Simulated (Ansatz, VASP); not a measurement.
# PbS in VASP and in Ansatz

```
CELL_PARAMETERS angstrom
0.00000 3.30098 3.30098
3.30098 0.00000 3.30098
3.30098 3.30098 0.00000
ATOMIC_POSITIONS crystal
Pb 0.00000 0.00000 0.00000
S 0.25000 0.25000 0.25000
```

The cell was built by a generator and needn't be a form met in nature.

Alike in both runs: task single point; functional r2SCAN; k mesh 4 × 4 × 4; no spin polarisation.

|  | VASP | Ansatz |
| --- | --- | --- |
| version | VASP 6.6.1 | Ansatz 0.2.0 |
| potentials or method | VASP PAW PBE potentials, release 64 (Pb_d, S) | plane waves, PAW |
| plane-wave cutoff (eV) | 520 | 500 |
| occupations | gaussian, width 0.01 eV | fixed |
| valence electrons in the cell | 20 | 20 |

|  | VASP | Ansatz | Ansatz less VASP |
| --- | --- | --- | --- |
| gap on the k mesh at the Fermi level (eV) | 0.95 | 0.95 | 0.000 |
| pressure (GPa) | -0.1 | -0.1 | 0.00 |

Caveats: the PAW data sets were made with another functional, which shifts forces and pressure a little (VASP); spin-orbit coupling is left out, which as a rule narrows the gap of such compounds by several tenths of an eV. A k mesh can miss the band edges.
